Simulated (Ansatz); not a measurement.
**BP (F-43m): birefringence under uniaxial strain**

Cubic BP (F-43m) is strained along the cube axis z = [001] with x and y held fixed, and the static electronic response is computed along x and z.

Cell: a, b, c = 3.209, 3.209, 3.209 Å (primitive vectors), 2 atoms.

Method: Ansatz 0.2.0, PBE, independent particles, k-mesh 8×8×8 with interpolation inside its cells, Gaussian parameter 0.1 eV.

Launch of the response step: `ansatz run input.yaml --threads 4 --pin off --max-ram 8192MiB --backend cpu --events-out ev --progress --plain --runs-dir out`. The series took 47 s in all, on 4 threads of AMD EPYC (Zen 3), on a shared host.

| strain along z (%) | ε∞ along x | ε∞ along z | ε_z − ε_x |
| --- | --- | --- | --- |
| -2.0 | 9.5962 | 9.2811 | -0.3151 |
| -1.0 | 9.5419 | 9.3830 | -0.1590 |
| +0.0 | 9.4924 | 9.4924 | +0.0000 |
| +1.0 | 9.4475 | 9.6094 | +0.1619 |
| +2.0 | 9.4069 | 9.7338 | +0.3269 |
| +3.0 | ? | ? | ? |

To first order the splitting is linear in the strain, ε_z − ε_x = −ε² (p₁₁ − p₁₂) · strain.

Working, on the rows shown:

| x = strain | y = ε_z − ε_x |
| --- | --- |
| -0.02 | -0.3151 |
| -0.01 | -0.159 |
| 0 | 0 |
| 0.01 | 0.1619 |
| 0.02 | 0.3269 |

Means: x̄ = 0, ȳ = 0.00294. Σ(x − x̄)(y − ȳ) = 0.01605, Σ(x − x̄)² = 0.001. Slope = 0.01605 / 0.001 = 16.05; intercept = ȳ − slope · x̄ = 0.00294. The line misses the rows shown by at most 0.003.

Predict the last column of the withheld row from the fit.

At x = 0.03 the line gives y = 0.48441. The run gave +0.4950, so the extrapolation is off by 0.011, 1.3 % of the range in the table.

Between the rows on either side of x = 0 the slope is (0.1619 − -0.159) / (0.01 − (-0.01)) = 16.04. So p₁₁ − p₁₂ = −16.04 / 9.49² = -0.178, and 1 % of strain gives n_z − n_x = +0.0260. These are long-wavelength values at fixed fractional positions; over small gaps they hang strongly on the gap. Excitons are left out and so are local fields; PBE gaps are as a rule too small.
